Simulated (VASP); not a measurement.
# Pt in VASP: notebook

The runs below take Pt through single point, relaxation of the atoms, with PBE.

Everything below comes from runs of VASP 6.6.1. Logs are shortened: lines on timing, memory, paths and dates and some standing lists are left out, and cuts for length are marked.

## (1) Starting point

The cell holds a slab with vacuum, 4 atoms: a = 2.805 Å, b = 3.967 Å, c = 19.208 Å, α = 90.00°, β = 90.00°, γ = 90.00°.

The slab is cut from a database's or a generator's crystal, which needn't be the stable form of the element.

## (2) Single point, PBE

File INCAR:

```
PREC = Accurate ; ENCUT = 520
EDIFF = 1E-6 ; ISMEAR = 1
SIGMA = 0.1 ; LREAL = F
LASPH = T ; NELM = 80
ALGO = Fast ; ISIF = 2
LWAVE = F ; LCHARG = F
LDIPOL = T ; IDIPOL = 3
DIPOL = 0.5 0.5 0.500 ; GGA = PE
LVHAR = T ; LVACPOTAV = T
ICORELEVEL = 1 ; KPAR = 2
```

File KPOINTS:

```
Automatic mesh
0
Gamma
  14 10 1
```

File POSCAR:

```
Pt
1.0
    2.8050756300      0.0000000000      0.0000000000
    0.0000000000      3.9669760000      0.0000000000
    0.0000000000      0.0000000000     19.2076134500
Pt
4
Direct
    0.5000000000      0.5000000000      0.3904701700
    0.0000000000      0.0000000000      0.4634900600
    0.5000000000      0.5000000000      0.5365099400
    0.0000000000      0.0000000000      0.6095298300
```

Potentials or basis: VASP PAW PBE potentials, release 64 (Pt).

Launch:

```
cat potpaw_PBE.64/Pt/POTCAR > POTCAR
mpirun -np 2 vasp_std > vasp.out
```

OUTCAR:

```text
PREC = Accurate
   ENCUT = 520
   EDIFF = 1E-6
   ISMEAR = 1
   LREAL = F
   LASPH = T
   NELM = 80
   ISIF = 2
   GGA = PE

 ion  position               nearest neighbor table
   1  0.500  0.500  0.390-   3 2.81   2 2.81   2 2.81   2 2.81   2 2.81
   2  0.000  0.000  0.463-   4 2.81   3 2.81   3 2.81   3 2.81   3 2.81   1 2.81   1 2.81   1 2.81
                             1 2.81
   3  0.500  0.500  0.537-   1 2.81   2 2.81   2 2.81   2 2.81   2 2.81   4 2.81   4 2.81   4 2.81
                             4 2.81
   4  0.000  0.000  0.610-   2 2.81   3 2.81   3 2.81   3 2.81   3 2.81

  LATTYP: Found a simple orthorhombic cell.
 ALAT       =     2.8050756300
 B/A-ratio  =     1.4142135626
 C/A-ratio  =     6.8474494037

  Lattice vectors:

 A1 = (   2.8050756300,   0.0000000000,   0.0000000000)
 A2 = (   0.0000000000,   3.9669760000,   0.0000000000)
 A3 = (   0.0000000000,   0.0000000000,  19.2076134500)

Analysis of symmetry for initial positions (statically):
=====================================================================
 Subroutine PRICEL returns:
 Original cell was already a primitive cell.

 Routine SETGRP: Setting up the symmetry group for a
 simple orthorhombic supercell.

 Subroutine GETGRP returns: Found  8 space group operations
 (whereof  4 operations were pure point group operations)
 out of a pool of  8 trial point group operations.

The static configuration has the point symmetry C_2v.
 The point group associated with its full space group is D_2h.

Analysis of symmetry for dynamics (positions and initial velocities):
=====================================================================
 Subroutine PRICEL returns:
 Original cell was already a primitive cell.

 Routine SETGRP: Setting up the symmetry group for a
 simple orthorhombic supercell.

 Subroutine GETGRP returns: Found  8 space group operations
 (whereof  4 operations were pure point group operations)
 out of a pool of  8 trial point group operations.

The dynamic configuration has the point symmetry C_2v.
 The point group associated with its full space group is D_2h.

 Subroutine INISYM returns: Found  8 space group operations
 (whereof  4 operations are pure point group operations),
 and found     1 'primitive' translations

----------------------------------------------------------------------------------------

                                     Primitive cell

  volume of cell :     213.7359

  direct lattice vectors                    reciprocal lattice vectors
     2.805075630  0.000000000  0.000000000     0.356496627  0.000000000  0.000000000
     0.000000000  3.966976000  0.000000000     0.000000000  0.252081182  0.000000000
     0.000000000  0.000000000 19.207613450     0.000000000  0.000000000  0.052062689

  length of vectors
     2.805075630  3.966976000 19.207613450     0.356496627  0.252081182  0.052062689

  position of ions in fractional coordinates (direct lattice)
     0.500000000  0.500000000  0.390470170
     0.000000000  0.000000000  0.463490060
     0.500000000  0.500000000  0.536509940
     0.000000000  0.000000000  0.609529830

  ion indices of the primitive-cell ions
   primitive index   ion index
                 1           1
                 2           2
                 3           3
                 4           4

----------------------------------------------------------------------------------------

 KPOINTS: Automatic mesh

Automatic generation of k-mesh.
 Grid dimensions read from file:
 generate k-points for:   14   10    1

 Generating k-lattice:

  Cartesian coordinates                     Fractional coordinates (reciprocal lattice)
     0.025464045  0.000000000  0.000000000     0.071428571  0.000000000  0.000000000
     0.000000000  0.025208118  0.000000000     0.000000000  0.100000000  0.000000000
     0.000000000  0.000000000  0.052062689     0.000000000  0.000000000  1.000000000

  Length of vectors
     0.025464045  0.025208118  0.052062689

  Shift w.r.t. Gamma in fractional coordinates (k-lattice)
     0.000000000  0.000000000  0.000000000

 Subroutine IBZKPT returns following result:
 ===========================================

 Found     48 irreducible k-points:

 Following reciprocal coordinates:
            Coordinates               Weight
  0.000000  0.000000  0.000000      1.000000
  0.071429  0.000000  0.000000      2.000000
  0.142857  0.000000  0.000000      2.000000
  0.214286  0.000000  0.000000      2.000000
  0.285714  0.000000  0.000000      2.000000
  0.357143  0.000000  0.000000      2.000000
[... 16 lines left out ...]
  0.428571  0.200000  0.000000      4.000000
  0.500000  0.200000  0.000000      2.000000
 [... further k-points ...]
   k-points           NKPTS =     48   k-points in BZ     NKDIM =     48   number of bands    NBANDS=     24
   number of dos      NEDOS =    301   number of ions     NIONS =      4
   total plane-waves  NPLWV = 103680
   dimension x,y,z NGX =    24 NGY =   30 NGZ =  144
   dimension x,y,z NGXF=    48 NGYF=   60 NGZF=  288
   ions per type =               4
   NGX,Y,Z   is equivalent  to a cutoff of  14.22, 12.57, 12.46 a.u.
   NGXF,Y,Z  is equivalent  to a cutoff of  28.45, 25.14, 24.93 a.u.
 SYSTEM =  unknown system
   PREC   = accura    normal or accurate (medium, high low for compatibility)
   ISTART =      0    job   : 0-new  1-cont  2-samecut
   ICHARG =      2    charge: 1-file 2-atom 10-const
   ISPIN  =      1    spin polarized calculation?
   LNONCOLLINEAR =      F non collinear calculations
   LSORBIT =      F    spin-orbit coupling
   LASPH  =      T    aspherical Exc in radial PAW
   ENCUT  =  520.0 eV  38.22 Ry    6.18 a.u.   5.22  7.38 35.71*2*pi/ulx,y,z
   NELM   =     80;   NELMIN=  2; NELMDL= -5     # of ELM steps
   EDIFF  = 0.1E-05   stopping-criterion for ELM
   LREAL  =      F    real-space projection
   EDIFFG = 0.1E-04   stopping-criterion for IOM
   NSW    =      0    number of steps for IOM
   IBRION =     -1    ionic relax: 0-MD 1-quasi-New 2-CG
   NFREE  =      0    steps in history (QN), initial steepest desc. (CG)
   ISIF   =      2    stress and relaxation
   ISYM   =      2    0-nonsym 1-usesym 2-fastsym
   POTIM  = 0.5000    time-step for ionic-motion
   TEBEG  =    0.0;   TEEND  =   0.0 temperature during run
   PSTRESS=    0.0 pullay stress
   NELECT =      40.0000    total number of electrons
   NUPDOWN=      -1.0000    fix difference up-down
   EMIN   =  10.00;   EMAX   =-10.00  energy-range for DOS
   EFERMI =   0.00;   METHOD = LEGACY
   ISMEAR =     1;   SIGMA  =   0.10  broadening in eV -4-tet -1-fermi 0-gaus
   EFERMI_NEDOS =   21; number of points for ismear=-14 and -15
   IALGO  =     68    algorithm
   IMIX   =      4    mixing-type and parameters
     AMIX     =   0.40;   BMIX     =  1.00
     AMIX_MAG =   1.60;   BMIX_MAG =  1.00
  volume/ion in A,a.u.               =      53.43       360.59
  Fermi-wavevector in a.u.,A,eV,Ry     =   0.936416  1.769570 11.930616  0.876876
  Thomas-Fermi vector in A             =   2.063424
   LORBIT       =      0    0 simple, 1 ext, 2 COOP (PROOUT), +10 PAW based schemes
   GGA     = PE    functional components
   LHFCALC =     F    Hartree Fock is set to
   AEXX    =    0.0000 exact exchange contribution
   IVDW    =     0    specifies the selected vdW correction
   LEPSILON=     F    determine dielectric tensor
   LRPA    =     F    only Hartree local field effects (RPA)
 non-spin polarized calculation
 RMM-DIIS sequential band-by-band and
 Methfessel and Paxton  Order N= 1 SIGMA  =   0.10
  energy-cutoff  :      520.00
  volume of cell :      213.74
 maximum number of plane-waves:      5804
 NGX is ok and might be reduce to    24
   NGX = 11   NGY = 15   NGZ = 71

 number of electron      40.0000003 magnetization

 dipolmoment           0.000000      0.000000      0.000000 electrons x Angstroem

 Free energy of the ion-electron system (eV)
  ---------------------------------------------------
  ext. energy  EPLUGINS =         0.00000000
  ---------------------------------------------------
  free energy    TOTEN  =       -21.60958043 eV

  energy without entropy =      -21.60784888  energy(sigma->0) =      -21.60900325

 the core state eigenenergies are
   1-  1s -78398.1782  2s -13767.7797  2p -11928.0517  3s  -3231.6471  3p  -2696.1481
       3d  -2116.5160  4s   -691.9655  4p   -516.4103  4d   -303.4840  4f    -66.8956
       5s    -98.3900  5p    -52.5141
   2-  1s -78399.2047  2s -13768.8347  2p -11929.1061  3s  -3232.6791  3p  -2697.1797
       3d  -2117.5532  4s   -692.9621  4p   -517.4036  4d   -304.4751  4f    -67.8799
       5s    -99.3033  5p    -53.3802
   3-  1s -78399.2047  2s -13768.8347  2p -11929.1061  3s  -3232.6791  3p  -2697.1797
       3d  -2117.5532  4s   -692.9621  4p   -517.4036  4d   -304.4751  4f    -67.8799
       5s    -99.3033  5p    -53.3802
   4-  1s -78398.1782  2s -13767.7797  2p -11928.0517  3s  -3231.6471  3p  -2696.1481
       3d  -2116.5160  4s   -691.9655  4p   -516.4103  4d   -303.4840  4f    -66.8956
       5s    -98.3900  5p    -52.5141

 E-fermi :  -0.7894     XC(G=0):  -4.9284

 val. band max:       -0.7940968302   @ k =   0.0714   0.0000   0.0000
 cond. band min:      -0.7876523764   @ k =   0.1429   0.2000   0.0000
 fundamental gap:      0.0064444538
 Fermi energy:        -0.7894396288

 k-point     1 :       0.0000    0.0000    0.0000
  band No.  band energies     occupation
      1      -9.2211      2.00000
      2      -6.7328      2.00000
      3      -6.6937      2.00000
      4      -5.6139      2.00000
      5      -5.5820      2.00000
      6      -4.5939      2.00000
[... 16 lines left out ...]
     23      -0.2208     -0.00000
     24       2.6649      0.00000

 k-point     2 :       0.0714    0.0000    0.0000
  band No.  band energies     occupation
      1      -9.0909      2.00000
      2      -6.6388      2.00000
      3      -6.5615      2.00000
      4      -5.5376      2.00000
      5      -5.4202      2.00000
      6      -4.6709      2.00000
[... 16 lines left out ...]
     23      -0.1198     -0.00000
     24       2.7885      0.00000
[... 565 lines left out ...]
     23       2.9765      0.00000
     24       3.4608      0.00000

 k-point    24 :       0.5000    0.2000    0.0000
  band No.  band energies     occupation
      1      -6.4570      2.00000
      2      -6.4570      2.00000
      3      -6.0907      2.00000
      4      -6.0907      2.00000
      5      -5.0623      2.00000
      6      -5.0623      2.00000
[... 16 lines left out ...]
     23       2.8378      0.00000
     24       2.8378      0.00000

 [... further k-points ...]

------------------------ aborting loop because EDIFF is reached ----------------------------------------

  FORCE on cell =-STRESS in cart. coord.  units (eV):
  Direction    XX          YY          ZZ          XY          YZ          ZX
  --------------------------------------------------------------------------------------
  -------------------------------------------------------------------------------------
  Total       -7.4376548     -5.9756501     -1.6862571      0.0000000      0.0000000      0.0000000
  in kB      -55.7531030    -44.7938287    -12.6402839      0.0000000      0.0000000      0.0000000
  external PRESSURE =     -37.7290719 kB  Pullay stress =       0.0000000 kB

 VOLUME and BASIS-vectors are now :
 -----------------------------------------------------------------------------
  energy-cutoff  :      520.00
  volume of cell :      213.74
      direct lattice vectors                 reciprocal lattice vectors
     2.805075630  0.000000000  0.000000000     0.356496627  0.000000000  0.000000000
     0.000000000  3.966976000  0.000000000     0.000000000  0.252081182  0.000000000
     0.000000000  0.000000000 19.207613450     0.000000000  0.000000000  0.052062689

 POSITION                                       TOTAL-FORCE (eV/Angst)
 -----------------------------------------------------------------------------------
      1.40254      1.98349      7.50000         0.000000      0.000000      0.651688
      0.00000      0.00000      8.90254         0.000000      0.000000     -0.790203
      1.40254      1.98349     10.30508         0.000000      0.000000      0.790203
      0.00000      0.00000     11.70761         0.000000      0.000000     -0.651688
 -----------------------------------------------------------------------------------
    total drift:                                0.000000      0.000000     -0.000000

  FREE ENERGIE OF THE ION-ELECTRON SYSTEM (eV)
  ---------------------------------------------------
  free  energy   TOTEN  =       -21.6095804324 eV

  energy  without entropy=      -21.6078488777  energy(sigma->0) =      -21.60900325

 vacuum level on the upper side and lower side of the slab         4.608         4.608
```

It took 1.9 min on 2 MPI ranks of AMD EPYC 9R45 (Zen 5), shared host; peak memory 0.41 GiB.

What came out:

| Quantity | Value |
| --- | --- |
| Free energy | -21.6096 eV |
| Largest force | 0.790 eV/Å |
| Band gap on the k mesh | none (metal or under the smearing width) |
| Work function of the upper face | 5.40 eV |
| Work function of the lower face | 5.40 eV |

Forces in eV/Å, atoms in the order of the input:
```
Pt   0.000  0.000  0.652
Pt   0.000  0.000 -0.790
Pt   0.000  0.000  0.790
Pt   0.000  0.000 -0.652
```

Core levels (eV, on the scale of the bands):
| atom | levels |
| --- | --- |
| 1 Pt | 1s -78398.2, 2s -13767.8, 2p -11928.1, 3s -3231.6, 3p -2696.1, 3d -2116.5, 4s -692.0, 4p -516.4, 4d -303.5, 4f -66.9, 5s -98.4, 5p -52.5 |
| 2 Pt | 1s -78399.2, 2s -13768.8, 2p -11929.1, 3s -3232.7, 3p -2697.2, 3d -2117.6, 4s -693.0, 4p -517.4, 4d -304.5, 4f -67.9, 5s -99.3, 5p -53.4 |
| 3 Pt | 1s -78399.2, 2s -13768.8, 2p -11929.1, 3s -3232.7, 3p -2697.2, 3d -2117.6, 4s -693.0, 4p -517.4, 4d -304.5, 4f -67.9, 5s -99.3, 5p -53.4 |
| 4 Pt | 1s -78398.2, 2s -13767.8, 2p -11928.1, 3s -3231.6, 3p -2696.1, 3d -2116.5, 4s -692.0, 4p -516.4, 4d -303.5, 4f -66.9, 5s -98.4, 5p -52.5 |

Spin-orbit coupling is left out, which matters for the levels of Pt.

## (3) Relaxation of the atoms, PBE

File INCAR:

```
PREC = Accurate
ENCUT = 520
EDIFF = 1E-6
ISMEAR = 1
SIGMA = 0.1
LREAL = F
LASPH = T
NELM = 80
ALGO = Normal
ISIF = 2
LWAVE = F
LCHARG = F
LDIPOL = T
IDIPOL = 3
DIPOL = 0.5 0.5 0.500
GGA = PE
IBRION = 2
NSW = 80
EDIFFG = -0.02
KPAR = 2
```

KPOINTS is that of step 2.

POSCAR is that of step 2.

Potentials or basis: VASP PAW PBE potentials, release 64 (Pt).

Launch:

```
cat potpaw_PBE.64/Pt/POTCAR > POTCAR
mpirun -np 2 vasp_std > vasp.out
```

It took 7.1 min on 2 MPI ranks of AMD EPYC 9R45 (Zen 5), shared host; peak memory 0.42 GiB.

The run converged. Its results:

```yaml
Free_energy: -21.7591 eV
Energy_gained_by_relaxing: 37.4 meV/atom
Ionic_steps: 7
Largest_force_after_relaxing: 0.018 eV/Å
Band_gap_on_the_k_mesh: none (metal or under the smearing width)
```

Forces on the atoms (eV/Å):
```
Pt   0.000  0.000 -0.002
Pt   0.000  0.000  0.018
Pt   0.000  0.000 -0.018
Pt   0.000  0.000  0.002
```

Step by step:
| step | energy change (eV) | largest force (eV/Å) | pressure (GPa) |
| --- | --- | --- | --- |
| 1 | 0.0000 | 0.7902 | -3.77 |
| 2 | -0.0819 | 0.4675 | -3.45 |
| 3 | -0.1483 | 0.0944 | -2.32 |
| 4 | -0.1486 | 0.0745 | -2.24 |
| 5 | -0.1486 | 0.0644 | -2.20 |
| 6 | -0.1494 | 0.0329 | -2.09 |
| 7 | -0.1496 | 0.0181 | -2.02 |

Final structure:
```xyz
4
Lattice="2.8051 0.0000 0.0000 0.0000 3.9670 0.0000 0.0000 0.0000 19.2076" Properties=species:S:1:pos:R:3 pbc="T T T"
Pt    1.4025    1.9835    7.6133
Pt    0.0000    0.0000    8.7806
Pt    1.4025    1.9835   10.4270
Pt    0.0000    0.0000   11.5943
```

Levels at points of the mesh, in eV from the Fermi level:
| k point | band 16 | band 17 | band 18 | band 19 | band 20 | band 21 | band 22 | band 23 | band 24 |
| --- | --- | --- | --- | --- | --- | --- | --- | --- | --- |
| (0.00, 0.00, 0.00) | -1.44 | -0.89 | -0.87 | -0.72 | -0.29 | -0.04 | 0.51 | 0.51 | 4.02 |
| (0.50, 0.00, 0.00) | -0.49 | -0.29 | -0.29 | 0.17 | 0.17 | 2.12 | 2.12 | 2.59 | 2.59 |
| (0.00, 0.50, 0.00) | -1.15 | -0.40 | -0.40 | -0.11 | -0.11 | 0.09 | 0.09 | 0.10 | 0.10 |
| (0.50, 0.50, 0.00) | -1.30 | 0.10 | 0.10 | 0.15 | 0.15 | 1.75 | 1.75 | 5.35 | 5.35 |

Spin-orbit coupling is left out, which matters for the levels of Pt.

## (4) Single point, PBE

File INCAR:

```
PREC = Accurate ; ENCUT = 520
EDIFF = 1E-6 ; ISMEAR = 1
SIGMA = 0.1 ; LREAL = F
LASPH = T ; NELM = 80
ALGO = Fast ; ISIF = 2
LWAVE = F ; LCHARG = F
LDIPOL = T ; IDIPOL = 3
DIPOL = 0.5 0.5 0.500 ; GGA = PE
LVHAR = T ; LVACPOTAV = T
ICORELEVEL = 1 ; KPAR = 2
```

KPOINTS is that of step 3.

File POSCAR:

```
Pt                                      
1.0
    2.8050756300      0.0000000000      0.0000000000
    0.0000000000      3.9669760000      0.0000000000
    0.0000000000      0.0000000000     19.2076134500
  Pt            
     4
Direct
     0.5000000000000000    0.5000000000000000    0.3963685943339798
     0.0000000000000000    0.0000000000000000    0.4571403051952430
     0.5000000000000000    0.5000000000000000    0.5428596948047570
     0.0000000000000000    0.0000000000000000    0.6036314056660202
```

Launch:

```
cat potpaw_PBE.64/Pt/POTCAR > POTCAR
mpirun -np 2 vasp_std > vasp.out
```

Wall time 2.2 min (2 MPI ranks of AMD EPYC 9R45 (Zen 5), shared host); peak memory 0.4 GiB.

It converged, with:

| Property | Result |
| --- | --- |
| Free energy | -21.7591 eV |
| Largest force | 0.019 eV/Å |
| Band gap on the k mesh | none (metal or under the smearing width) |
| Work function of the upper face | 5.46 eV |
| Work function of the lower face | 5.46 eV |

Forces in eV/Å, atoms in the order of the input:
```
Pt   0.000  0.000 -0.002
Pt   0.000  0.000  0.019
Pt   0.000  0.000 -0.019
Pt   0.000  0.000  0.002
```

Levels at points of the mesh, in eV from the Fermi level:
```csv
k point,band 17,band 18,band 19,band 20,band 21,band 22,band 23,band 24
"(0.00, 0.00, 0.00)",-0.89,-0.87,-0.72,-0.29,-0.04,0.51,0.51,3.96
"(0.50, 0.00, 0.00)",-0.29,-0.29,0.17,0.17,2.12,2.12,2.59,2.59
"(0.00, 0.50, 0.00)",-0.40,-0.40,-0.11,-0.11,0.09,0.09,0.10,0.10
"(0.50, 0.50, 0.00)",0.10,0.10,0.15,0.15,1.75,1.75,5.36,5.36
```

Core levels (eV, on the scale of the bands):
```tsv
atom	levels
1 Pt	1s -78398.4, 2s -13768.0, 2p -11928.3, 3s -3231.9, 3p -2696.4, 3d -2116.8, 4s -692.2, 4p -516.7, 4d -303.7, 4f -67.2, 5s -98.7, 5p -52.8
2 Pt	1s -78399.2, 2s -13768.8, 2p -11929.1, 3s -3232.6, 3p -2697.1, 3d -2117.5, 4s -692.9, 4p -517.4, 4d -304.5, 4f -67.9, 5s -99.3, 5p -53.4
3 Pt	1s -78399.2, 2s -13768.8, 2p -11929.1, 3s -3232.6, 3p -2697.1, 3d -2117.5, 4s -692.9, 4p -517.4, 4d -304.5, 4f -67.9, 5s -99.3, 5p -53.4
4 Pt	1s -78398.4, 2s -13768.0, 2p -11928.3, 3s -3231.9, 3p -2696.4, 3d -2116.8, 4s -692.2, 4p -516.7, 4d -303.7, 4f -67.2, 5s -98.7, 5p -52.8
```

The run has no spin-orbit coupling, so splittings on Pt are missing.
